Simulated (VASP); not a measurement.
Write the native input for VASP 6.6.1 that does the following.

* Task: electron localisation function
* Functional: PBE
* Potentials or basis: VASP PAW PBE potentials, release 64 (Ta_pv, Si)
* Cutoff: 520 eV
* k mesh: 5 × 5 × 3
* Occupations: gaussian, width 0.02 eV
* Spin: no spin polarisation
* Further INCAR settings: ALGO = Normal; EDIFF = 1e-06

The structure of TaSi2 lies in POSCAR:

```
TaSi2
1.0
    4.7839000000      0.0000000000      0.0000000000
   -2.3919500000      4.1429789292      0.0000000000
    0.0000000000      0.0000000000      6.5700000000
Ta Si
3 6
Direct
    0.0000000000      0.5000000000      0.3333333333
    0.5000000000      0.5000000000      0.6666666667
    0.5000000000      0.0000000000      0.0000000000
    0.3179400000      0.1589700000      0.3333333333
    0.1589700000      0.8410300000      0.6666666667
    0.8410300000      0.6820600000      0.0000000000
    0.6820600000      0.8410300000      0.3333333333
    0.8410300000      0.1589700000      0.6666666667
    0.1589700000      0.3179400000      0.0000000000
```

The input as run:

INCAR

```
PREC = Accurate ; ENCUT = 520
EDIFF = 1E-6 ; ISMEAR = 0
SIGMA = 0.02 ; LREAL = F
LASPH = T ; NELM = 60
ALGO = Normal ; ISIF = 2
LWAVE = F ; LCHARG = T
GGA = PE ; LELF = T
```

KPOINTS

```
Automatic mesh
0
Gamma
  5 5 3
```

Potentials or basis: VASP PAW PBE potentials, release 64 (Ta_pv, Si).

The run is started by

```sh
$ cat potpaw_PBE.64/Ta_pv/POTCAR potpaw_PBE.64/Si/POTCAR > POTCAR
$ mpirun -np 1 vasp_std > vasp.out
```

Results of the run:

```
Pressure               : 2.6 GPa
Largest force          : 0.054 eV/Å
Band gap on the k mesh : none (metal or under the smearing width)
```

It took 49 s on 1 thread of Intel(R) Xeon(R) Platinum 8488C (Sapphire Rapids), on a shared host, peak memory 0.25 GiB.
